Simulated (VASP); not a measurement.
# CoO (I4/mmm) in VASP: notebook

The runs below take CoO through single point, with PBE+U.

Program: VASP 6.6.1. These are calculated values, not measurements. Logs are shortened: lines on timing, memory, paths and dates and some standing lists are left out, and cuts for length are marked.

**1. The crystal as given**

The structure is tetragonal, space group I4/mmm (No. 139). Conventional cell: a = 3.016 Å, b = 3.016 Å, c = 4.215 Å, α = 90.00°, β = 90.00°, γ = 90.00°. Co (site symmetry 4/mmm) is surrounded by 6 O at 2.11 to 2.13 Å. O (site symmetry 4/mmm) has 6 Co at 2.11 to 2.13 Å as nearest neighbours.

**2. Single point, PBE+U, collinear spin, zero start**

INCAR reads:

```
SYSTEM = CoO
ALGO = Fast
EDIFF = 1E-6
ENCUT = 520
GGA = PE
ISIF = 2
ISMEAR = 0
ISPIN = 2
LASPH = .TRUE.
LCHARG = .FALSE.
LDAU = .TRUE.
LDAUJ = 0 0
LDAUL = 2 -1
LDAUPRINT = 1
LDAUTYPE = 2
LDAUU = 4 0
LMAXMIX = 4
LORBIT = 11
LREAL = .FALSE.
LWAVE = .FALSE.
MAGMOM = 0 0
NBANDS = 18
NELM = 150
PREC = Accurate
SIGMA = 0.05
```

KPOINTS reads:

```
k-points
0
G
  9 9 9
  0 0 0
```

POSCAR reads:

```
CoO
1.0
   -1.5080004400      1.5080004400      2.1072503600
    1.5080004400     -1.5080004400      2.1072503600
    1.5080004400      1.5080004400     -2.1072503600
Co O
1 1
Direct
    0.0000000000      0.0000000000      0.0000000000
    0.5000000000      0.5000000000      0.0000000000
```

Potentials or basis: VASP PAW PBE potentials, release 64 (Co, O).

Started as:

```bash
$ cat potpaw_PBE.64/Co/POTCAR potpaw_PBE.64/O/POTCAR > POTCAR
$ mpirun -np 1 vasp_std > vasp.out
```

OUTCAR:

```text
SYSTEM = CoO
   EDIFF = 1E-6
   ENCUT = 520
   GGA = PE
   ISIF = 2
   ISMEAR = 0
   ISPIN = 2
   LASPH = .TRUE.
   LORBIT = 11
   LREAL = .FALSE.
   NELM = 150
   PREC = Accurate

 ion  position               nearest neighbor table
   1  0.000  0.000  0.000-   2 2.11   2 2.11   2 2.13   2 2.13   2 2.13   2 2.13
   2  0.500  0.500  0.000-   1 2.11   1 2.11   1 2.13   1 2.13   1 2.13   1 2.13

  LATTYP: Found a body centered tetragonal cell.
 ALAT       =     3.0160008800
 C/A-ratio  =     1.3973804676

  Lattice vectors:

 A1 = (  -1.5080004400,   1.5080004400,   2.1072503600)
 A2 = (   1.5080004400,  -1.5080004400,   2.1072503600)
 A3 = (   1.5080004400,   1.5080004400,  -2.1072503600)

Analysis of symmetry for initial positions (statically):
=====================================================================
 Subroutine PRICEL returns:
 Original cell was already a primitive cell.

 Routine SETGRP: Setting up the symmetry group for a
 body centered tetragonal supercell.

 Subroutine GETGRP returns: Found 16 space group operations
 (whereof 16 operations were pure point group operations)
 out of a pool of 16 trial point group operations.

The static configuration has the point symmetry D_4h.

Analysis of symmetry for dynamics (positions and initial velocities):
=====================================================================
 Subroutine PRICEL returns:
 Original cell was already a primitive cell.

 Routine SETGRP: Setting up the symmetry group for a
 body centered tetragonal supercell.

 Subroutine GETGRP returns: Found 16 space group operations
 (whereof 16 operations were pure point group operations)
 out of a pool of 16 trial point group operations.

The dynamic configuration has the point symmetry D_4h.

Analysis of structural, dynamic, and magnetic symmetry:
=====================================================================
 Subroutine PRICEL returns:
 Original cell was already a primitive cell.

 Routine SETGRP: Setting up the symmetry group for a
 body centered tetragonal supercell.

 Subroutine GETGRP returns: Found 16 space group operations
 (whereof 16 operations were pure point group operations)
 out of a pool of 16 trial point group operations.

The overall configuration has the point symmetry D_4h.

 Subroutine INISYM returns: Found 16 space group operations
 (whereof 16 operations are pure point group operations),
 and found     1 'primitive' translations

----------------------------------------------------------------------------------------

                                     Primitive cell

  volume of cell :      19.1681

  direct lattice vectors                    reciprocal lattice vectors
    -1.508000440  1.508000440  2.107250360     0.000000000  0.331564890  0.237276030
     1.508000440 -1.508000440  2.107250360     0.331564890  0.000000000  0.237276030
     1.508000440  1.508000440 -2.107250360     0.331564890  0.331564890  0.000000000

  length of vectors
     2.998105191  2.998105191  2.998105191     0.407719500  0.407719500  0.468903564

  position of ions in fractional coordinates (direct lattice)
     0.000000000  0.000000000  0.000000000
     0.500000000  0.500000000  0.000000000

  ion indices of the primitive-cell ions
   primitive index   ion index
                 1           1
                 2           2

----------------------------------------------------------------------------------------

 KPOINTS: k-points

Automatic generation of k-mesh.
 Grid dimensions read from file:
 generate k-points for:    9    9    9

 Generating k-lattice:
[... 65 lines left out ...]
   NSW    =      0    number of steps for IOM
   IBRION =     -1    ionic relax: 0-MD 1-quasi-New 2-CG
   NFREE  =      0    steps in history (QN), initial steepest desc. (CG)
   ISIF   =      2    stress and relaxation
   ISYM   =      2    0-nonsym 1-usesym 2-fastsym
   POTIM  = 0.5000    time-step for ionic-motion
   TEBEG  =    0.0;   TEEND  =   0.0 temperature during run
   PSTRESS=    0.0 pullay stress
   NELECT =      15.0000    total number of electrons
   NUPDOWN=      -1.0000    fix difference up-down
   EMIN   =  10.00;   EMAX   =-10.00  energy-range for DOS
   EFERMI =   0.00;   METHOD = LEGACY
   ISMEAR =     0;   SIGMA  =   0.05  broadening in eV -4-tet -1-fermi 0-gaus
   EFERMI_NEDOS =   21; number of points for ismear=-14 and -15
   IALGO  =     68    algorithm
   IMIX   =      4    mixing-type and parameters
     AMIX     =   0.40;   BMIX     =  1.00
     AMIX_MAG =   1.60;   BMIX_MAG =  1.00
  volume/ion in A,a.u.               =       9.58        64.68
  Fermi-wavevector in a.u.,A,eV,Ry     =   1.508617  2.850872 30.965828  2.275924
  Thomas-Fermi vector in A             =   2.619047
   LORBIT       =     11    0 simple, 1 ext, 2 COOP (PROOUT), +10 PAW based schemes
 LDA+U is selected, type is set to LDAUTYPE =  2
   angular momentum for each species LDAUL =     2   -1
   U (eV)           for each species LDAUU =   4.0  0.0
   J (eV)           for each species LDAUJ =   0.0  0.0
   GGA     = PE    functional components
   LHFCALC =     F    Hartree Fock is set to
   AEXX    =    0.0000 exact exchange contribution
   IVDW    =     0    specifies the selected vdW correction
   LEPSILON=     F    determine dielectric tensor
   LRPA    =     F    only Hartree local field effects (RPA)
 spin polarized calculation
 RMM-DIIS sequential band-by-band and
 Gauss-broadening in eV      SIGMA  =   0.05
  energy-cutoff  :      520.00
  volume of cell :       19.17
 maximum number of plane-waves:       533
   NGX = 11   NGY = 11   NGZ = 11

 number of electron      15.0000006 magnetization       0.0001151

atom =   1  type =  1  l = 2

 onsite density matrix

spin component  1

  0.4456 -0.0000  0.0000 -0.0000  0.0000
 -0.0000  0.9625  0.0000  0.0000 -0.0000
  0.0000  0.0000  0.3580  0.0000  0.0000
 -0.0000  0.0000  0.0000  0.9625  0.0000
  0.0000 -0.0000  0.0000  0.0000  0.9611

spin component  2

  0.4457 -0.0000  0.0000 -0.0000  0.0000
 -0.0000  0.9625  0.0000  0.0000 -0.0000
  0.0000  0.0000  0.3580  0.0000  0.0000
 -0.0000  0.0000  0.0000  0.9625  0.0000
  0.0000 -0.0000  0.0000  0.0000  0.9611

 occupancies and eigenvectors

  o =  0.3580  v =  0.0000  0.0000 -1.0000 -0.0000  0.0000  0.0000  0.0000  0.0000  0.0000  0.0000      0.0000  0.0000  0.0000  0.0000  0.0000  0.0000  0.0000  0.0000  0.0000  0.0000
  o =  0.3580  v =  0.0000  0.0000  0.0000  0.0000  0.0000  0.0000  0.0000 -1.0000 -0.0000 -0.0000      0.0000  0.0000  0.0000  0.0000  0.0000  0.0000  0.0000  0.0000  0.0000  0.0000
  o =  0.4456  v =  1.0000  0.0000  0.0000  0.0000  0.0000  0.0000  0.0000  0.0000  0.0000  0.0000      0.0000  0.0000  0.0000  0.0000  0.0000  0.0000  0.0000  0.0000  0.0000  0.0000
  o =  0.4457  v =  0.0000  0.0000  0.0000  0.0000  0.0000  1.0000  0.0000  0.0000  0.0000  0.0000      0.0000  0.0000  0.0000  0.0000  0.0000  0.0000  0.0000  0.0000  0.0000  0.0000
  o =  0.9611  v =  0.0000  0.0000  0.0000 -0.0000  1.0000  0.0000  0.0000  0.0000  0.0000  0.0000      0.0000  0.0000  0.0000  0.0000  0.0000  0.0000  0.0000  0.0000  0.0000  0.0000
  o =  0.9611  v =  0.0000  0.0000  0.0000  0.0000  0.0000  0.0000  0.0000 -0.0000 -0.0000  1.0000      0.0000  0.0000  0.0000  0.0000  0.0000  0.0000  0.0000  0.0000  0.0000  0.0000
  o =  0.9625  v =  0.0000  0.0000  0.0000  0.0000  0.0000  0.0000  0.6877 -0.0000 -0.7260 -0.0000      0.0000  0.0000  0.0000  0.0000  0.0000  0.0000  0.0000  0.0000  0.0000  0.0000
  o =  0.9625  v =  0.0000  0.0000  0.0000  0.0000  0.0000  0.0000 -0.7260  0.0000 -0.6877  0.0000      0.0000  0.0000  0.0000  0.0000  0.0000  0.0000  0.0000  0.0000  0.0000  0.0000
  o =  0.9625  v =  0.0000 -0.5971 -0.0000 -0.8022 -0.0000  0.0000  0.0000  0.0000  0.0000  0.0000      0.0000  0.0000  0.0000  0.0000  0.0000  0.0000  0.0000  0.0000  0.0000  0.0000
  o =  0.9625  v =  0.0000  0.8022  0.0000 -0.5971 -0.0000  0.0000  0.0000  0.0000  0.0000  0.0000      0.0000  0.0000  0.0000  0.0000  0.0000  0.0000  0.0000  0.0000  0.0000  0.0000

 number of electron      15.0000006 magnetization      -0.0000793

 Free energy of the ion-electron system (eV)
  ---------------------------------------------------
  ext. energy  EPLUGINS =         0.00000000
  ---------------------------------------------------
  free energy    TOTEN  =       -10.08039398 eV

  energy without entropy =      -10.07656269  energy(sigma->0) =      -10.07847833

 E-fermi :   8.1026     XC(G=0): -12.4241

 val. band max:        8.0990917293   @ k =   0.4444   0.4444  -0.0000
 cond. band min:       8.1165505113   @ k =  -0.3333   0.3333   0.2222
 fundamental gap:      0.0174587820
 Fermi energy:         8.1026151052

 spin component 1

 k-point     1 :       0.0000    0.0000    0.0000
  band No.  band energies     occupation
      1     -12.4529      1.00000
      2       4.5585      1.00000
      3       4.6270      1.00000
      4       4.6270      1.00000
      5       4.6295      1.00000
      6       4.6295      1.00000
[... 1001 lines left out ...]
     17      38.3614      0.00000
     18      40.1113      0.00000

 [... further k-points ...]

------------------------ aborting loop because EDIFF is reached ----------------------------------------

  FORCE on cell =-STRESS in cart. coord.  units (eV):
  Direction    XX          YY          ZZ          XY          YZ          ZX
  --------------------------------------------------------------------------------------
  -------------------------------------------------------------------------------------
  Total       -2.0920585     -2.0920585     -2.5088962      0.0000000     -0.0000000     -0.0000000
  in kB     -174.8659845   -174.8659845   -209.7076199      0.0000000     -0.0000000     -0.0000000
  external PRESSURE =    -186.4798630 kB  Pullay stress =       0.0000000 kB

 VOLUME and BASIS-vectors are now :
 -----------------------------------------------------------------------------
  energy-cutoff  :      520.00
  volume of cell :       19.17
      direct lattice vectors                 reciprocal lattice vectors
    -1.508000440  1.508000440  2.107250360     0.000000000  0.331564890  0.237276030
     1.508000440 -1.508000440  2.107250360     0.331564890  0.000000000  0.237276030
     1.508000440  1.508000440 -2.107250360     0.331564890  0.331564890  0.000000000

 POSITION                                       TOTAL-FORCE (eV/Angst)
 -----------------------------------------------------------------------------------
      0.00000      0.00000      0.00000        -0.000000      0.000000      0.000000
      0.00000      0.00000      2.10725         0.000000     -0.000000     -0.000000
 -----------------------------------------------------------------------------------
    total drift:                               -0.000000      0.000000     -0.000000

  FREE ENERGIE OF THE ION-ELECTRON SYSTEM (eV)
  ---------------------------------------------------
  free  energy   TOTEN  =       -10.0803939772 eV

  energy  without entropy=      -10.0765626861  energy(sigma->0) =      -10.07847833

 total charge

# of ion       s       p       d       tot
------------------------------------------
    1        0.278   0.330   7.352   7.960
    2        1.553   3.387   0.000   4.940
--------------------------------------------------
tot          1.831   3.717   7.352  12.900

 magnetization (x)

# of ion       s       p       d       tot
------------------------------------------
    1       -0.000  -0.000  -0.001  -0.001
    2       -0.000  -0.000   0.000  -0.000
--------------------------------------------------
tot         -0.000  -0.000  -0.001  -0.001
```

Wall time 48 s (1 thread of AMD EPYC 9R45 (Zen 5), shared host); peak memory 0.14 GiB.

Results:

| Item | Value |
| --- | --- |
| Free energy | -10.0804 eV |
| Pressure | -18.6 GPa |
| Band gap on the k mesh | none (metal or under the smearing width) |
| Net moment | 0.00 μB per cell |
| Valence electrons inside the program's atomic spheres | Co 7.96; O 4.94 |

Stress tensor (GPa, compression positive):
```
-17.49   0.00   0.00
  0.00 -17.49   0.00
  0.00   0.00 -20.97
```

Eigenvalues of the final occupation matrices:
```csv
site,spin,trace,eigenvalues
site 1 d,1,3.69,0.36 0.45 0.96 0.96 0.96
site 1 d,2,3.69,0.36 0.45 0.96 0.96 0.96
```

(Part 1 of 2 ends here.)
